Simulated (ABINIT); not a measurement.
# Sb (I4/mmm) in ABINIT: convergence with pawecutdg

Aim: find how far pawecutdg must go before the results for Sb settle, at BLYP. This setting moves, with any that are tied to it; all else stays.

Everything below comes from runs of ABINIT 10.8.3 (patched build). Logs are shortened: lines on timing, memory, paths and dates and some standing lists are left out, and cuts for length are marked. The log counts tension as positive stress, the text compression.

### Step 1. The crystal as given

It takes space group I4/mmm (No. 139, tetragonal). The conventional cell has a = 3.153 Å, b = 3.153 Å, c = 5.424 Å, α = 90.00°, β = 90.00°, γ = 90.00°. Sb (site symmetry 4/mmm) has 12 Sb at 3.15 to 3.51 Å as nearest neighbours.

This isn't the form of Sb at room conditions, which is rhombohedral.

### Step 2. With pawecutdg 16.5

Input file run.abi:

```
pp_dirpath "./"
pseudos "Sb.GGA_PBE-JTH.xml"

acell 3*1.0
rprim
    -2.9792291705     2.9792291705     5.1248209020
     2.9792291705    -2.9792291705     5.1248209020
     2.9792291705     2.9792291705    -5.1248209020
ntypat 1
znucl 51
natom 1
typat 1
xred
     0.0000000000     0.0000000000     0.0000000000

ecut 435.382180 eV
pawecutdg 16.5
pawxcdev 0

kptopt 1
ngkpt 12 12 12
nshiftk 1
shiftk 0.0 0.0 0.0

ixc -106131

nband 12
occopt 3
tsmear 0.00367493

nstep 100
tolvrs 1.0e-9

iomode 3
prtwf 0
prtden 0
prteig 0
prtebands 0
```

Potentials or basis: JTH PAW PBE v2.0.

Run with:

```sh
$ abinit run.abi > log 2>&1
```

run.abo:

```text
.Version 10.8.3 of ABINIT
 Symmetries : space group I4/m m m (#139); Bravais tI (body-center tetrag.)
================================================================================
 Values of the parameters that define the memory need of the present run
     intxc =       0    ionmov =       0      iscf =      17    lmnmax =      18
     lnmax =       6     mgfft =      24  mpssoang =       3    mqgrid =    3001
     natom =       1  nloc_mem =       2    nspden =       1   nspinor =       1
    nsppol =       1      nsym =      16    n1xccc =       1    ntypat =       1
    occopt =       3   xclevel =       2
       mpw =         572          nfft =       13824          nkpt =         163
 PAW method is used; the additional fine FFT grid is defined by:
   mgfftf=        27    nfftf =     19683
================================================================================
================================================================================

--------------------------------------------------------------------------------
------------- Echo of variables that govern the present computation ------------
--------------------------------------------------------------------------------
 -outvars: echo values of preprocessed input variables --------
            acell      1.0000000000E+00  1.0000000000E+00  1.0000000000E+00 Bohr
              amu      1.21753000E+02
             ecut      1.60000000E+01 Hartree
                       outvar_i_n : Printing only first  50 k-points.
              ixc     -106131
                       outvar_i_n : Printing only first  50 k-points.
         kptrlatt       12    0    0      0   12    0      0    0   12
          kptrlen      7.15015001E+01
            natom           1
            nband          12
            ngfft          24      24      24
          ngfftdg          27      27      27
             nkpt         163
            nstep         100
             nsym          16
           ntypat           1
                       prtocc : prtvol=0, do not print more k-points.
           occopt           3
        pawecutdg      1.65000000E+01 Hartree
         pawxcdev           0
           prtden           0
        prtebands           0
           prteig           0
            prtwf           0
            rprim     -2.9792291705E+00  2.9792291705E+00  5.1248209020E+00
                       2.9792291705E+00 -2.9792291705E+00  5.1248209020E+00
                       2.9792291705E+00  2.9792291705E+00 -5.1248209020E+00
          spgroup         139
           tolvrs      1.00000000E-09
           tsmear      3.67493000E-03 Hartree
            typat      1
           useylm           1
                       outvars : Printing only first  50 k-points.
            znucl       51.00000

================================================================================

 chkinp: Checking input parameters for consistency.

================================================================================
== DATASET  1 ==================================================================

--- !DatasetInfo
iteration_state: {dtset: 1, }
dimensions: {natom: 1, nkpt: 163, mband: 12, nsppol: 1, nspinor: 1, nspden: 1, mpw: 572, }
cutoff_energies: {ecut:  16.0, pawecutdg:  16.5, }
electrons: {nelect:   1.50000000E+01, charge:   0.00000000E+00, occopt:   3.00000000E+00, tsmear:   3.67493000E-03, }
meta: {optdriver: 0, ionmov: 0, optcell: 0, iscf: 17, paral_kgb: 0, }
...

 Real(R)+Recip(G) space primitive vectors, cartesian coordinates (Bohr,Bohr^-1):
 R(1)= -2.9792292  2.9792292  5.1248209  G(1)=  0.0000000  0.1678286  0.0975644
 R(2)=  2.9792292 -2.9792292  5.1248209  G(2)=  0.1678286  0.0000000  0.0975644
 R(3)=  2.9792292  2.9792292 -5.1248209  G(3)=  0.1678286  0.1678286  0.0000000
 Unit cell volume ucvol=  1.8194767E+02 bohr^3
 Angles (23,13,12)=  1.26633590E+02  1.26633590E+02  7.88492627E+01 degrees

 Coarse grid specifications (used for wave-functions):

 getcut: wavevector=  0.0000  0.0000  0.0000  ngfft=  24  24  24
         ecut(hartree)=     16.000   => boxcut(ratio)=   2.00976

[... 42 lines left out ...]
  sigma(3 3)= -2.54169517E-04  sigma(2 1)=  0.00000000E+00

--- !ResultsGS
iteration_state: {dtset: 1, }
comment   : Summary of ground state results
lattice_vectors:
- [ -2.9792292,   2.9792292,   5.1248209, ]
- [  2.9792292,  -2.9792292,   5.1248209, ]
- [  2.9792292,   2.9792292,  -5.1248209, ]
lattice_lengths: [   6.63441,    6.63441,    6.63441, ]
lattice_angles: [126.634, 126.634,  78.849, ] # degrees, (23, 13, 12)
lattice_volume:   1.8194767E+02
convergence: {deltae:  8.595E-11, res2:  1.555E-10, residm:  1.548E-04, diffor: null, }
etotal    :  -8.24886875E+01
entropy   :   0.00000000E+00
fermie    :   3.14356448E-01
cartesian_stress_tensor: # hartree/bohr^3
- [ -2.49639441E-04,   0.00000000E+00,   0.00000000E+00, ]
- [  0.00000000E+00,  -2.49639441E-04,   0.00000000E+00, ]
- [  0.00000000E+00,   0.00000000E+00,  -2.54169517E-04, ]
pressure_GPa:   7.3891E+00
xred      :
- [  0.0000E+00,   0.0000E+00,   0.0000E+00, Sb]
cartesian_forces: # hartree/bohr
- [ -0.00000000E+00,  -0.00000000E+00,  -0.00000000E+00, ]
force_length_stats: {min:   0.00000000E+00, max:   0.00000000E+00, mean:   0.00000000E+00, }
...

 Integrated electronic density in atomic spheres:
 ------------------------------------------------
 Atom  Sphere_radius  Integrated_density
    1        2.40089         12.42663282

================================================================================

 ----iterations are completed or convergence reached----

 Mean square residual over all n,k,spin=   38.580E-08; max=  15.481E-05
 reduced coordinates (array xred) for    1 atoms
       0.000000000000      0.000000000000      0.000000000000
 rms dE/dt=  0.0000E+00; max dE/dt=  0.0000E+00; dE/dt below (all hartree)
    1       0.000000000000      0.000000000000      0.000000000000

 cartesian coordinates (angstrom) at end:
    1      0.00000000000000     0.00000000000000     0.00000000000000

 cartesian forces (hartree/bohr) at end:
    1     -0.00000000000000    -0.00000000000000    -0.00000000000000
 frms,max,avg= 0.0000000E+00 0.0000000E+00   0.000E+00  0.000E+00  0.000E+00 h/b

 cartesian forces (eV/Angstrom) at end:
    1     -0.00000000000000    -0.00000000000000    -0.00000000000000
 frms,max,avg= 0.0000000E+00 0.0000000E+00   0.000E+00  0.000E+00  0.000E+00 e/A
 length scales=  1.000000000000  1.000000000000  1.000000000000 bohr
              =  0.529177210544  0.529177210544  0.529177210544 angstroms
 Fermi (or HOMO) energy (hartree) =   0.31436   Average Vxc (hartree)=  -0.33862
 Eigenvalues (hartree) for nkpt= 163  k points:
 kpt#   1, nband= 12, wtk=  0.00058, kpt=  0.0000  0.0000  0.0000 (reduced coord)
  -0.76461   -0.76335   -0.76195   -0.76195   -0.75971   -0.16245    0.47577    0.50685
   0.50685    0.68225    0.72080    0.72876
      occupation numbers for kpt#   1
   2.00000    2.00000    2.00000    2.00000    2.00000    2.00000    0.00000    0.00000
   0.00000    0.00000    0.00000    0.00000
 prteigrs : prtvol=0 or 1, do not print more k-points.

--- !EnergyTerms
iteration_state     : {dtset: 1, }
comment             : Components of total free energy in Hartree
kinetic             :  4.18382183389701E+00
hartree             :  2.15694002474038E+01
xc                  : -2.30116438099546E+00
Ewald energy        : -5.72585608544723E+01
psp_core            :  2.10920232419463E+00
local_psp           : -6.66756454326175E+01
PAW spherical_terms :  1.58850707320089E+01
internal            : -8.24878755305809E+01
'-kT*entropy'       : -8.18151346873427E-04
total_energy        : -8.24886936819278E+01
total_energy_eV     : -2.24463170470535E+03
...

--- !EnergyTermsDC
iteration_state     : {dtset: 1, }
comment             : '"Double-counting" decomposition of free energy'
band_energy         : -7.03033404458730E+00
Ewald energy        : -5.72585608544723E+01
psp_core            :  2.10920232419463E+00
xc_dc               : -2.12505640968010E+01
PAW spherical_terms :  9.42387308759071E-01
internal            : -8.24878693629069E+01
'-kT*entropy'       : -8.18151346873427E-04
total_energy_dc     : -8.24886875142537E+01
total_energy_dc_eV  : -2.24463153687439E+03
...

--- !EnergyTermsWithPAWCore
iteration_state     : {dtset: 1, }
comment             : 'Components of total free energy, including PAW core contributions'
Total energy        : -6.48219298688050E+03
Total energy DC     : -6.48219298071282E+03
Total energy (eV)   : -1.76389457086994E+05
Total energy DC (eV): -1.76389456919163E+05
...

 Cartesian components of stress tensor (hartree/bohr^3)
  sigma(1 1)= -2.49639441E-04  sigma(3 2)=  0.00000000E+00
  sigma(2 2)= -2.49639441E-04  sigma(3 1)=  0.00000000E+00
  sigma(3 3)= -2.54169517E-04  sigma(2 1)=  0.00000000E+00

-Cartesian components of stress tensor (GPa)         [Pressure=  7.3891E+00 GPa]
- sigma(1 1)= -7.34464591E+00  sigma(3 2)=  0.00000000E+00
- sigma(2 2)= -7.34464591E+00  sigma(3 1)=  0.00000000E+00
- sigma(3 3)= -7.47792536E+00  sigma(2 1)=  0.00000000E+00

== END DATASET(S) ==============================================================
================================================================================

 -outvars: echo values of variables after computation  --------
            acell      1.0000000000E+00  1.0000000000E+00  1.0000000000E+00 Bohr
           etotal     -8.2488687514E+01
            fcart     -0.0000000000E+00 -0.0000000000E+00 -0.0000000000E+00
            rprim     -2.9792291705E+00  2.9792291705E+00  5.1248209020E+00
                       2.9792291705E+00 -2.9792291705E+00  5.1248209020E+00
                       2.9792291705E+00  2.9792291705E+00 -5.1248209020E+00
           strten     -2.4963944050E-04 -2.4963944050E-04 -2.5416951699E-04
                       0.0000000000E+00  0.0000000000E+00  0.0000000000E+00
 Calculation completed.
```

It took 14 s on 1 thread of AMD EPYC 9R45 (Zen 5), shared host; peak memory 0.13 GiB.

What came out:

* Free energy: -2244.6315 eV
* Pressure: 7.4 GPa
* Band gap on the k mesh: none (metal or under the smearing width)
* Valence electrons inside the program's atomic spheres: Sb 12.43 (radii [1.2705] Å)

### Step 3. With pawecutdg 19.2

Changes to run.abi since step 2:

```diff
@@ -16,3 +16,3 @@
 ecut 435.382180 eV
-pawecutdg 16.5
+pawecutdg 19.2
 pawxcdev 0
```

Potentials or basis: JTH PAW PBE v2.0.

Run with:

```sh
$ abinit run.abi > log 2>&1
```

Run time: 14 s. Hardware: 1 thread of AMD EPYC 9R45 (Zen 5), shared host; peak memory 0.13 GiB.

The run converged. Its results:

| Property | Result |
| --- | --- |
| Free energy | -2244.6316 eV |
| Pressure | 7.4 GPa |
| Band gap on the k mesh | none (metal or under the smearing width) |
| Valence electrons inside the program's atomic spheres | Sb 12.40 (radii [1.2705] Å) |

### Step 4. With pawecutdg 24

Changes to run.abi since step 3:

```diff
@@ -16,3 +16,3 @@
 ecut 435.382180 eV
-pawecutdg 19.2
+pawecutdg 24.0
 pawxcdev 0
```

Run with:

```sh
$ abinit run.abi > log 2>&1
```

Wall time 14 s (1 thread of AMD EPYC 9R45 (Zen 5), shared host); peak memory 0.13 GiB.

It converged, with:

- Free energy: -2244.6316 eV
- Pressure: 7.4 GPa
- Band gap on the k mesh: none (metal or under the smearing width)
- Valence electrons inside the program's atomic spheres: Sb 12.40 (radii [1.2705] Å)

### Step 5. With pawecutdg 28.8

Changes to run.abi since step 4:

```diff
@@ -16,3 +16,3 @@
 ecut 435.382180 eV
-pawecutdg 24.0
+pawecutdg 28.8
 pawxcdev 0
```

Run with:

```sh
$ abinit run.abi > log 2>&1
```

Run time: 14 s. Hardware: 1 thread of AMD EPYC 9R45 (Zen 5), shared host; peak memory 0.13 GiB.

Results (log left out):

```
Free energy                                           : -2244.6316 eV
Pressure                                              : 7.4 GPa
Band gap on the k mesh                                : none (metal or under the smearing width)
Valence electrons inside the program's atomic spheres : Sb 12.42 (radii [1.2705] Å)
```

### Step 6. With pawecutdg 35.2

Changes to run.abi since step 5:

```diff
@@ -16,3 +16,3 @@
 ecut 435.382180 eV
-pawecutdg 28.8
+pawecutdg 35.2
 pawxcdev 0
```

Potentials or basis: JTH PAW PBE v2.0.

Run with:

```sh
$ abinit run.abi > log 2>&1
```

Run time: 14 s. Hardware: 1 thread of AMD EPYC 9R45 (Zen 5), shared host; peak memory 0.13 GiB.

The run converged. Its results:

* Free energy: -2244.6316 eV
* Pressure: 7.4 GPa
* Band gap on the k mesh: none (metal or under the smearing width)
* Valence electrons inside the program's atomic spheres: Sb 12.42 (radii [1.2705] Å)

### Step 7. With pawecutdg 43.2

Changes to run.abi since step 6:

```diff
@@ -16,3 +16,3 @@
 ecut 435.382180 eV
-pawecutdg 35.2
+pawecutdg 43.2
 pawxcdev 0
```

Run with:

```sh
$ abinit run.abi > log 2>&1
```

Wall time 14 s (1 thread of AMD EPYC 9R45 (Zen 5), shared host); peak memory 0.14 GiB.

It converged, with:

| Item | Value |
| --- | --- |
| Free energy | -2244.6316 eV |
| Pressure | 7.4 GPa |
| Band gap on the k mesh | none (metal or under the smearing width) |
| Valence electrons inside the program's atomic spheres | Sb 12.44 (radii [1.2705] Å) |

### Step 8. With pawecutdg 52.8

Changes to run.abi since step 7:

```diff
@@ -16,3 +16,3 @@
 ecut 435.382180 eV
-pawecutdg 43.2
+pawecutdg 52.8
 pawxcdev 0
```

Run with:

```sh
$ abinit run.abi > log 2>&1
```

Wall time 14 s (1 thread of AMD EPYC 9R45 (Zen 5), shared host); peak memory 0.14 GiB.

It converged, with:

* Free energy: -2244.6316 eV
* Pressure: 7.4 GPa
* Band gap on the k mesh: none (metal or under the smearing width)
* Valence electrons inside the program's atomic spheres: Sb 12.42 (radii [1.2705] Å)

### Step 9. The series at a glance

```
pawecutdg  energy less the tightest run, at zero smearing (meV/atom)  SCF cycles  CPU time (s)  peak memory (GiB)
     16.5                                                       0.01          10            14               0.13
     19.2                                                      -0.04          10            14               0.13
       24                                                      -0.04          10            14               0.13
     28.8                                                      -0.03          10            14               0.13
     35.2                                                      -0.01          10            14               0.13
     43.2                                                       0.00          10            14               0.14
     52.8                                                       0.00          10            14               0.14
```

Against the tightest run, the energy stays within 1 meV/atom from 16.5 on. The tightest run that finished is the yardstick and may itself not be fully converged.

Caveats: the PAW data sets were made with another functional, which shifts forces and pressure a little.
